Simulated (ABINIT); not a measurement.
A run of ABINIT 10.8.3 (patched build):

Contents of run.abi:

```
# Datasets: ground state, then fixed potential
ndtset 2

# Pseudopotentials
pp_dirpath "./"
pseudos "Zr_ONCV_PBE-1.2.upf"

# Structure
acell 3.232 3.232 5.147 Angstrom
rprim
     1.0000000000     0.0000000000     0.0000000000
    -0.5000000000     0.8660254038     0.0000000000
     0.0000000000     0.0000000000     1.0000000000
ntypat 1
znucl 40
natom 2
typat 1 1
xred
     0.6666666667     0.3333333333     0.7500000000
     0.3333333333     0.6666666667     0.2500000000

# Plane-wave basis
ecut 26.0

# Exchange and correlation
ixc 11

# Bands and occupations
occopt 3
tsmear 0.00183747

# SCF cycle
nstep 100

# Output
iomode 3
prtwf 0
prteig 0
prtebands 0
prtden1 1

# Dataset 1
kptopt1 1
ngkpt1 9 9 5
nshiftk1 1
shiftk1 0.0 0.0 0.0
nband1 16
tolvrs1 1.0e-10

# Dataset 2: bands along G-M-K-G-A-L-H-A
iscf2 -2
getden2 1
nband2 22
nbdbuf2 4
tolwfr2 1.0e-11
kptopt2 -7
ndivsm2 5
prteig2 1
prtvol2 -3
kptbounds2
     0.0000000000     0.0000000000     0.0000000000
     0.5000000000     0.0000000000     0.0000000000
     0.3333333333     0.3333333333     0.0000000000
     0.0000000000     0.0000000000     0.0000000000
     0.0000000000     0.0000000000     0.5000000000
     0.5000000000     0.0000000000     0.5000000000
     0.3333333333     0.3333333333     0.5000000000
     0.0000000000     0.0000000000     0.5000000000
```

Potentials or basis: SG15 NC PBE v1.2.

Command:

```console
$ abinit run.abi > log 2>&1
```

Hardware: 1 thread of Arm Neoverse V1, on a shared host.

How long does it take, and how much memory?

Wall time 55 s on 1 thread of Arm Neoverse V1, on a shared host, peak memory 0.1 GiB. Counts: scf iterations 8, mpi ranks 1, k points 36, bands 16, plane waves 2006.
